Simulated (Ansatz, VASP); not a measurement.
BaS in VASP and in Ansatz

```
Ba S
1.0
     0.00000    3.21180    3.21180
     3.09135    0.00000    3.21180
     3.09135    3.21180    0.00000
Ba S
1 1
Direct
  0.00000 0.00000 0.00000
  0.50000 0.50000 0.50000
```

Change from the starting cell: uniaxial_x strain -3.8%.

Alike in both runs: task single point; functional r2SCAN; k mesh 8 × 8 × 8; no spin polarisation.

|  | VASP | Ansatz |
| --- | --- | --- |
| version | VASP 6.6.1 | Ansatz 0.2.0 |
| potentials or method | VASP PAW PBE potentials, release 64 (Ba_sv, S) | plane waves, PAW |
| plane-wave cutoff (eV) | 520 | 500 |
| occupations | gaussian, width 0.01 eV | fixed |
| valence electrons in the cell | 16 | 16 |

VASP gave:

* gap on the k mesh at the Fermi level (eV): 2.29
* pressure (GPa): 2.7
* largest component of the traceless stress (GPa): 2.91

Task: What did Ansatz give for the same quantities?

Result: gap on the k mesh at the Fermi level (eV): 2.40; pressure (GPa): 2.1; largest component of the traceless stress (GPa): 2.68.

Caveats: the PAW data sets were made with another functional, which shifts forces and pressure a little (VASP); spin-orbit coupling is left out, which moves the levels of the heavy elements. A k mesh can miss the band edges.
